Before a silicon cell is taken over from one calculation into another, someone has to decide whether it may stay as it is or must be relaxed again with the new functional. The residual pressure answers that. It is positive when the functional would like a larger cell than the one it was given, and negative when it would like a smaller one. All rows here have the same atoms in the same unrelaxed cell, so the pressure mainly compares what the functionals want. Potentials and plane-wave cutoffs also differ between groups of rows, and both can shift it somewhat.

ABINIT 10.8.3, plane-wave Kohn-Sham DFT for diamond-structure silicon in a fixed two-atom primitive cell with edges of 3.849 Å. All runs use an 8 × 8 × 8 k-point mesh and Fermi-Dirac occupations with a width of 0.05 eV, without spin polarisation, spin-orbit coupling or a dispersion correction. Positive pressure means compression.

```
functional                            potentials  wave cutoff  pressure (GPa)
       PBE    PseudoDojo-NC-SR-PBE-v0.5-standard   489.805 eV           1.250
    revPBE  PseudoDojo-NC-SR-PBE-v0.4.1-standard   489.805 eV           1.680
      RPBE  PseudoDojo-NC-SR-PBE-v0.4.1-standard   489.805 eV           1.850
      BLYP  PseudoDojo-NC-SR-PBE-v0.4.1-standard   489.805 eV           4.980
    r2SCAN                      SG15-NC-PBE-v1.2    979.61 eV           0.790
     HLE16                      JTH-PAW-PBE-v2.0   408.171 eV         -17.040
    LDA-PZ                      JTH-PAW-LDA-v2.0   408.171 eV          -2.110
      OLYP                      JTH-PAW-PBE-v2.0   408.171 eV           1.080
      SCAN                      SG15-NC-PBE-v1.2    979.61 eV           0.110
        WC                      JTH-PAW-PBE-v2.0   408.171 eV          -0.650
  rPW86PBE  PseudoDojo-NC-SR-PBE-v0.4.1-standard   489.805 eV           3.340
```

The scale matters first. The relative change of the cell edge is about the pressure divided by three times the bulk modulus, which for silicon is roughly 90 GPa in gradient-corrected calculations (a recalled value). The 4.98 GPa of BLYP then means an edge nearly 2 % too short for that functional, a strain that would shift bands and elastic properties. For PBE the same estimate gives about half a percent.

The simple pattern

Among the rows with PBE correlation, the order follows one property of the exchange energy. Gradient-corrected functionals multiply the exchange of a uniform electron gas by an enhancement factor F(s). The reduced gradient s measures how fast the density n changes compared with its own size:

s = |∇n| / [2 (3π²)^(1/3) n^(4/3)]

If the whole density were stretched in proportion, s would stay the same, because numerator and denominator would shrink alike. But the atoms keep much of their own shape when the crystal is stretched, while the density between them thins out. The density becomes more uneven, and s is expected to rise on average. Among the valence electrons alone the rise is probably slight; much of the effect is expected where the valence density overlaps the outer core, whose steep tail is less covered once the valence density thins. A functional whose F climbs steeply with s gains exchange energy from this, and so it favours the larger cell.

The link to pressure takes one step. Pressure is minus the derivative of the energy E with respect to the volume V. The energy is already at its minimum with respect to the density, so a small change of functional acts, to first order, only through the change it makes in the exchange-correlation energy Exc:

ΔP ≈ −d(ΔExc)/dV

If ΔExc becomes more negative on stretching, ΔP is positive. A steeper F does just that.

As a measure of steepness I take the climb of F between s = 0.5 and s = 1, worked out from the defining formula of each functional. This window is a choice and not a measured distribution of s. Most of the valence density is expected to lie below s = 0.5; the window stands for the steeper parts, around the cores and towards the voids. A straight line was fitted to PBE, revPBE, RPBE and rPW86PBE, which share PBE correlation, the plane-wave cutoff and the family of potentials. It follows these four to about a quarter of a GPa, with a slope of 0.58 GPa for each hundredth of climb. Two constants for four rows are a modest test, so a row outside the fit is worth more.

WC is such a row. It keeps PBE correlation but has a flatter exchange, with a climb of 0.091 against 0.121 for PBE, which is 3.0 hundredths less. The line passes PBE at 1.05 GPa, 0.20 below the computed 1.25, and from there the estimate is

P(WC) ≈ 1.05 − 3.0 × 0.58 ≈ −0.7 GPa

The calculation gave −0.65 GPa. Such close agreement flatters the model: with the climb counted from s = 0 instead, the line misses WC by 0.3 GPa, and WC was also run with other potentials and another cutoff. The change of sign is nevertheless caught, which supports the flatter exchange as the reason why WC wants a smaller cell than PBE.

The row that breaks it: BLYP

By its exchange, BLYP should sit beside PBE. Its exchange part, B88, climbs by 0.121 in the chosen window, the same as PBE exchange to the digits given. Yet the pressure is 3.7 GPa higher than for PBE. Measured from the line, the break is 3.9 GPa, or 3.6 GPa with the other window, many times the scatter of the four fitted rows.

A comparison with rPW86PBE supports this without using the line. That functional has the steeper exchange in the window, and still its pressure is 1.6 GPa below that of BLYP. What sets BLYP apart from both neighbours is its correlation, LYP in place of PBE correlation.

The energies of the runs point the same way. The exchange-correlation energy of BLYP is 2.3 eV per cell of two atoms less negative than that of PBE, although the two exchange factors are much alike. In revPBE, RPBE and rPW86PBE, where only the exchange was changed, it is more negative than in PBE. So the missing energy most probably lies in the correlation. These energies also include a model core density carried by the potentials, so the difference doesn't belong to the valence electrons alone.

An energy at a single volume is not yet a pressure, and the last step is an argument from theory. Correlation lowers the energy of each electron more at high density than at low density, so it helps to hold the crystal together. LYP was built on the correlation of the helium atom and doesn't recover that of a uniform electron gas, which the spread-out valence electrons of a solid resemble more closely. This weakens the inward pull, but probably only a little: much of the missing energy is expected to be nearly the same per electron at any density, and such an offset exerts no pressure. The larger share is expected from the response to the gradient. PBE correlation fades as the gradient grows, which makes stretching costly, and in LYP this cost is expected to be much smaller. These rows alone don't separate the two shares.

One reservation remains. Only PBE and LDA ran here with potentials made for them. In BLYP the valence electrons feel B88 exchange and LYP correlation, while the potentials that stand for the core were prepared with PBE. Part of the break may come from this mismatch. A run with potentials made for BLYP would settle how much, and there is none here.

The row that hides its break: OLYP

OLYP has the same LYP correlation, and by the argument so far it should also lie high. Its pressure is 1.08 GPa, close to that of PBE and 3.9 GPa below BLYP. At first sight this acquits LYP. It doesn't, because the exchange of OLYP differs from B88 in two ways that probably both favour a smaller cell.

The first is the climb up to s = 1, which is lower than in B88 and sets in later. The second is the starting level. At s = 0 the factor of OLYP is not 1 but about 1.05, so that local exchange is some 5 % stronger everywhere. Local exchange gains energy when the density rises, and a constant multiplier above 1 therefore pulls the atoms together, quite unlike a factor that grows with s.

How the two share the drop can't be read from these rows. With the first window the line leaves about 2.6 GPa of the difference between OLYP and BLYP to the starting level and to everything else the line omits, with the second only about 1.0 GPa. The potentials differ as well. Theory is clear about the direction of the second effect. That of the first is less certain, because a little below s = 1 the exchange factor of OLYP begins to climb faster than B88, and the weight of regions with larger s in the crystal is not known here.

The lesson for the user is plain. OLYP and PBE give nearly the same pressure, and the small gap between them is not resolved across different potentials and cutoffs. But the agreement seems to come from a compensation in OLYP, in which a correlation that holds the crystal less tightly meets an exchange that holds it more tightly. Similar pressures don't show that two functionals describe the bond alike.

Where the line ends

LDA marks the limit of the line from the other side. Its exchange factor is constant, so its climb is zero, and there the line lies 3.8 GPa below the computed −2.11 GPa. The reason is probably again the correlation. In PBE a growing gradient weakens correlation, which makes stretching costly, and the line carries this cost with it; LDA has no such term. The line is stretched far beyond its rows here, so the direction of the miss means more than its size.

HLE16 raises the starting level of exchange much further than OLYP does. This functional, designed for band gaps, scales up the exchange of its parent by a quarter and halves the correlation. Stronger local exchange contracts the crystal, which fits the sign of the −17.04 GPa. The potentials are unfit for so strongly altered a functional, however, and the value should not be used as a forecast of the cell.

SCAN and r2SCAN also depend on the kinetic-energy density, so a curve in s alone doesn't describe them. Both ran with potentials made for PBE and with a program warning about this very ingredient. Their exchange-correlation energies, near −66 eV against −84 eV in the PBE row, suggest that these potentials carry no model core density, so the overlap with the core doesn't feel the new functional. The 0.11 GPa of SCAN is therefore no proof that the cell suits it, and even its sign is unsafe.

For the decision at the start this gives a rule with two steps. If only the exchange changes and the correlation stays, compare how steeply the two factors climb up to about s = 1: the steeper one is expected to want the larger cell. The shift can still call for a new relaxation: from PBE to rPW86PBE it is 2.1 GPa. If the correlation changes too, that comparison can fail by several GPa, as BLYP shows, and a changed starting level of exchange can upset it as well. Then only the pressure computed with the new functional in the old cell tells whether the cell may stay. The printed output below gives the climbs and the distance of each modelled row from the line.

Output of the analysis:

```
climb of exchange factor from s 0.5 to 1 (PBE, revPBE, RPBE, BLYP, OLYP, WC, rPW86PBE): 0.1211, 0.134, 0.139, 0.1211, 0.09911, 0.09094, 0.1581
slope of the line, GPa per 0.01 of climb: 0.5758
computed less line, GPa, window 0.5 to 1 (same order): 0.1989, -0.1188, -0.2368, 3.928, 1.293, 0.03312, 0.1567
computed less line, GPa, window 0 to 1 (same order): 0.1179, -0.0593, -0.1243, 3.607, 2.629, -0.3101, 0.06569
line's pressure for WC, GPa: -0.6831
LDA-PZ computed less line, GPa: 3.809
BLYP less PBE, GPa: 3.73
BLYP less rPW86PBE, GPa: 1.64
OLYP less BLYP, GPa: -3.9
HLE16 less LDA-PZ, GPa: -14.93
exchange-correlation energy, BLYP less PBE, eV per cell: 2.259
rough growth of the cell edge wanted by BLYP, percent (bulk modulus roughly 90 GPa, recalled): 1.844
```
